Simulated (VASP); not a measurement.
Si (a cell with a defect): relaxation of the atoms with LDA

The system is Si (a cell with a defect).

```xyz
65
Lattice="10.8060 0.0000 0.0000 0.0000 10.8060 0.0000 0.0000 0.0000 10.8060" Properties=species:S:1:pos:R:3 pbc="T T T"
Si    5.4030    0.0000    0.0000
Si    8.1045    2.7015    0.0000
Si    8.1045    0.0000    2.7015
Si    0.0000    0.0000    0.0000
Si    2.7015    2.7015    0.0000
Si    5.4030    5.4030    0.0000
Si    8.1045    8.1045    0.0000
Si    2.7015    0.0000    2.7015
Si    5.4030    2.7015    2.7015
Si    8.1045    5.4030    2.7015
Si    5.4030    0.0000    5.4030
Si    8.1045    2.7015    5.4030
Si    8.1045    0.0000    8.1045
Si    0.0000    5.4030    0.0000
Si    2.7015    8.1045    0.0000
Si    0.0000    2.7015    2.7015
Si    2.7015    5.4030    2.7015
Si    5.4030    8.1045    2.7015
Si    0.0000    0.0000    5.4030
Si    2.7015    2.7015    5.4030
Si    5.4030    5.4030    5.4030
Si    8.1045    8.1045    5.4030
Si    2.7015    0.0000    8.1045
Si    5.4030    2.7015    8.1045
Si    8.1045    5.4030    8.1045
Si    0.0000    8.1045    2.7015
Si    0.0000    5.4030    5.4030
Si    2.7015    8.1045    5.4030
Si    0.0000    2.7015    8.1045
Si    2.7015    5.4030    8.1045
Si    5.4030    8.1045    8.1045
Si    0.0000    8.1045    8.1045
Si    6.7537    1.3507    1.3507
Si    9.4552    4.0522    1.3507
Si    9.4552    1.3507    4.0522
Si    1.3507    1.3507    1.3507
Si    4.0522    4.0522    1.3507
Si    6.7537    6.7537    1.3507
Si    9.4552    9.4552    1.3507
Si    4.0522    1.3507    4.0522
Si    6.7537    4.0522    4.0522
Si    9.4552    6.7537    4.0522
Si    6.7537    1.3507    6.7537
Si    9.4552    4.0522    6.7537
Si    9.4552    1.3507    9.4552
Si    1.3507    6.7537    1.3507
Si    4.0522    9.4552    1.3507
Si    1.3507    4.0522    4.0522
Si    4.0522    6.7537    4.0522
Si    6.7537    9.4552    4.0522
Si    1.3507    1.3507    6.7537
Si    4.0522    4.0522    6.7537
Si    6.7537    6.7537    6.7537
Si    9.4552    9.4552    6.7537
Si    4.0522    1.3507    9.4552
Si    6.7537    4.0522    9.4552
Si    9.4552    6.7537    9.4552
Si    1.3507    9.4552    4.0522
Si    1.3507    6.7537    6.7537
Si    4.0522    9.4552    6.7537
Si    1.3507    4.0522    9.4552
Si    4.0522    6.7537    9.4552
Si    6.7537    9.4552    9.4552
Si    1.3507    9.4552    9.4552
Si    3.3769    3.3769    3.3769
```

The cell was built by a generator and needn't be a form met in nature.

```
Program                : VASP 6.6.1
Task                   : relaxation of the atoms
Functional             : LDA
Potentials or basis    : VASP PAW LDA potentials, release 64 (Si)
Cutoff                 : 300 eV
k mesh                 : 2 × 2 × 2
Occupations            : fermi-dirac, width 0.05 eV
Spin                   : no spin polarisation
Further INCAR settings : ALGO = Normal; EDIFF = 1e-06; IBRION = 2; EDIFFG = -0.02; NSW = 40
```

```json
{"Energy gained by relaxing": "13.5 meV/atom", "Ionic steps": "16", "Pressure after relaxing": "0.7 GPa", "Largest force after relaxing": "0.016 eV/Å", "Band gap on the k mesh": "0.38 eV, indirect (least direct gap 0.53 eV)"}
```

Forces in eV/Å, atoms in the order of the input:
```
Si  -0.010 -0.009 -0.009
Si   0.001 -0.006  0.000
Si   0.001  0.000 -0.006
Si  -0.005 -0.005 -0.005
Si  -0.006 -0.006  0.005
Si  -0.001 -0.001  0.000
Si   0.000  0.000 -0.016
Si  -0.006  0.005 -0.006
Si  -0.002 -0.001 -0.001
Si  -0.001  0.001 -0.008
Si  -0.001  0.000 -0.001
Si  -0.001 -0.008  0.001
Si   0.000 -0.016  0.000
Si  -0.009 -0.010 -0.009
Si  -0.006  0.001  0.000
Si   0.005 -0.006 -0.006
Si  -0.001 -0.002 -0.001
Si   0.001 -0.001 -0.008
Si  -0.009 -0.009 -0.010
Si  -0.001 -0.001 -0.002
Si   0.003  0.003  0.003
Si  -0.001 -0.001 -0.007
Si  -0.006  0.000  0.001
Si   0.001 -0.008 -0.001
Si  -0.001 -0.007 -0.001
Si   0.000  0.001 -0.006
Si   0.000 -0.001 -0.001
Si  -0.008 -0.001  0.001
Si   0.000 -0.006  0.001
Si  -0.008  0.001 -0.001
Si  -0.007 -0.001 -0.001
Si  -0.016  0.000  0.000
Si   0.000  0.001  0.001
Si   0.001  0.008 -0.001
Si   0.001 -0.001  0.008
Si  -0.003 -0.003 -0.003
Si   0.001  0.001  0.002
Si   0.009  0.009  0.010
Si   0.001  0.001  0.007
Si   0.001  0.002  0.001
Si  -0.005  0.006  0.006
Si  -0.001  0.000  0.006
Si   0.009  0.010  0.009
Si  -0.001  0.006  0.000
Si   0.001  0.007  0.001
Si   0.001  0.000  0.001
Si   0.008  0.001 -0.001
Si   0.002  0.001  0.001
Si   0.006 -0.005  0.006
Si   0.000 -0.001  0.006
Si   0.001  0.001  0.000
Si   0.006  0.006 -0.005
Si   0.005  0.005  0.005
Si   0.000  0.000  0.016
Si   0.008 -0.001  0.001
Si   0.000  0.006 -0.001
Si   0.000  0.016  0.000
Si  -0.001  0.001  0.008
Si   0.010  0.009  0.009
Si   0.006 -0.001  0.000
Si  -0.001  0.008  0.001
Si   0.006  0.000 -0.001
Si   0.016  0.000  0.000
Si   0.007  0.001  0.001
Si   0.000  0.000  0.000
```

Step by step:
```
step  energy change (eV)  largest force (eV/Å)  pressure (GPa)
   1              0.0000                2.0815            1.16
   2             -0.6792                0.5973            0.87
   3             -0.6845                0.6281            0.86
   4             -0.8105                0.2111            0.82
   5             -0.8310                0.1281            0.80
   6             -0.8501                0.0660            0.79
   7             -0.8520                0.0771            0.78
   8             -0.8577                0.0830            0.78
   9             -0.8593                0.1030            0.78
  10             -0.8641                0.0897            0.77
  11             -0.8664                0.0713            0.76
  12             -0.8704                0.0413            0.76
  13             -0.8719                0.0490            0.75
  14             -0.8737                0.0287            0.75
  15             -0.8740                0.0318            0.74
  16             -0.8745                0.0163            0.74
```

Final structure:
```
Si
1.0
    10.80600    0.00000    0.00000
     0.00000   10.80600    0.00000
     0.00000    0.00000   10.80600
Si
65
Direct
  0.49825 0.99745 0.99745
  0.75062 0.25002 0.99865
  0.75062 0.99865 0.25002
  0.00361 0.00361 0.00361
  0.25012 0.25012 0.99657
  0.50591 0.50591 0.99667
  0.75130 0.75130 0.00005
  0.25012 0.99657 0.25012
  0.51151 0.24736 0.24736
  0.75144 0.50057 0.25027
  0.50591 0.99667 0.50591
  0.75144 0.25027 0.50057
  0.75130 0.00005 0.75130
  0.99745 0.49825 0.99745
  0.25002 0.75062 0.99865
  0.99657 0.25012 0.25012
  0.24736 0.51151 0.24736
  0.50057 0.75144 0.25027
  0.99745 0.99745 0.49825
  0.24736 0.24736 0.51151
  0.49536 0.49536 0.49536
  0.74850 0.74850 0.50065
  0.25002 0.99865 0.75062
  0.50057 0.25027 0.75144
  0.74850 0.50065 0.74850
  0.99865 0.75062 0.25002
  0.99667 0.50591 0.50591
  0.25027 0.75144 0.50057
  0.99865 0.25002 0.75062
  0.25027 0.50057 0.75144
  0.50065 0.74850 0.74850
  0.00005 0.75130 0.75130
  0.62833 0.11909 0.11909
  0.87356 0.37473 0.12443
  0.87356 0.12443 0.37473
  0.12964 0.12964 0.12964
  0.37764 0.37764 0.11349
  0.62755 0.62755 0.12675
  0.87650 0.87650 0.12435
  0.37764 0.11349 0.37764
  0.62843 0.37488 0.37488
  0.87438 0.62635 0.37498
  0.62755 0.12675 0.62755
  0.87438 0.37498 0.62635
  0.87650 0.12435 0.87650
  0.11909 0.62833 0.11909
  0.37473 0.87356 0.12443
  0.11349 0.37764 0.37764
  0.37488 0.62843 0.37488
  0.62635 0.87438 0.37498
  0.11909 0.11909 0.62833
  0.37488 0.37488 0.62843
  0.62139 0.62139 0.62139
  0.87370 0.87370 0.62495
  0.37473 0.12443 0.87356
  0.62635 0.37498 0.87438
  0.87370 0.62495 0.87370
  0.12443 0.87356 0.37473
  0.12675 0.62755 0.62755
  0.37498 0.87438 0.62635
  0.12443 0.37473 0.87356
  0.37498 0.62635 0.87438
  0.62495 0.87370 0.87370
  0.12435 0.87650 0.87650
  0.31250 0.31250 0.31250
```

Levels at points of the mesh, in eV from the valence-band top:
| k point | band 128 | band 129 | band 130 | band 131 | band 132 | band 133 |
| --- | --- | --- | --- | --- | --- | --- |
| (0.00, 0.00, 0.00) | -0.17 | -0.17 | -0.14 | 0.38 | 0.38 | 0.43 |
| (0.50, 0.00, 0.00) | -0.96 | -0.18 | -0.14 | 0.55 | 0.66 | 1.24 |
| (0.50, 0.50, 0.00) | -0.44 | -0.03 | 0.00 | 0.88 | 0.89 | 1.09 |
| (0.50, 0.50, 0.50) | -0.87 | -0.34 | -0.34 | 0.95 | 0.95 | 0.96 |

It took 65 min on 1 thread of Intel(R) Xeon(R) 6975P-C (Granite Rapids) (shared host), peak memory 0.58 GiB.

Caveat: the cutoff is under 1.25 times the usual one of these potentials, so pressure, stress and relaxed cells hold a basis-set (Pulay) error.
